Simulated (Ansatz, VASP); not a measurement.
## One calculation of GaN, two programs

The input INCAR:

```
PREC = Accurate ; ENCUT = 600
EDIFF = 1E-6 ; ISMEAR = 0
SIGMA = 0.01 ; LREAL = F
LASPH = T ; NELM = 100
ALGO = Normal ; ISIF = 3
LWAVE = F ; LCHARG = F
GGA = PS ; IBRION = 2
NSW = 80 ; EDIFFG = -0.001
```

KPOINTS

```
Automatic mesh
0
Gamma
  10 10 10
```

The input POSCAR:

```
GaN
1.0
    0.0000000000      2.2491150721      2.2491150721
    2.2491150721      0.0000000000      2.2491150721
    2.2491150721      2.2491150721      0.0000000000
Ga N
1 1
Direct
    0.0000000000      0.0000000000      0.0000000000
    0.7500000000      0.7500000000      0.7500000000
```

Input for Ansatz:

```yaml
crystal:
  lattice:
    - [0.0, 2.2491150721, 2.2491150721]
    - [2.2491150721, 0.0, 2.2491150721]
    - [2.2491150721, 2.2491150721, 0.0]
  atoms:
    - { symbol: Ga, position: [0.0, 0.0, 0.0] }
    - { symbol: "N", position: [0.75, 0.75, 0.75] }
basis:
  ecutwfc: 420
kpoints:
  mp_grid: { grid: [10, 10, 10] }
hamiltonian:
  xc: pbesol
scf:
  occupations: { method: fixed }
output:
  forces: true
  stress: true
  eigenvalues: true
relax:
  adjacent_minimum: "off"
  f_tol: 0.001
  max_steps: 60
  cell: { stress_tol: 0.01 }
```

Alike in both runs: task relaxation of cell and atoms; functional PBEsol; k mesh 10 × 10 × 10; no spin polarisation.

|  | VASP | Ansatz |
| --- | --- | --- |
| version | VASP 6.6.1 | Ansatz 0.2.0 |
| potentials or method | VASP PAW PBE potentials, release 64 (Ga_d, N) | scalar-relativistic, plane waves, PAW |
| plane-wave cutoff (eV) | 600 | 420 |
| occupations | gaussian, width 0.01 eV | fixed |
| valence electrons in the cell | 18 | 18 |

|  | VASP | Ansatz | Ansatz less VASP |
| --- | --- | --- | --- |
| gap on the k mesh at the Fermi level, each at its own relaxed structure (eV) | 1.73 | 1.70 | -0.031 |
| relaxed volume (Å³/atom) | 11.35 | 11.38 | +0.023 |
| relaxed cell length with the largest relative difference (Å) | 3.179 | 3.181 | +0.0021 |

Caveats: the PAW data sets were made with another functional, which shifts forces and pressure a little (VASP).
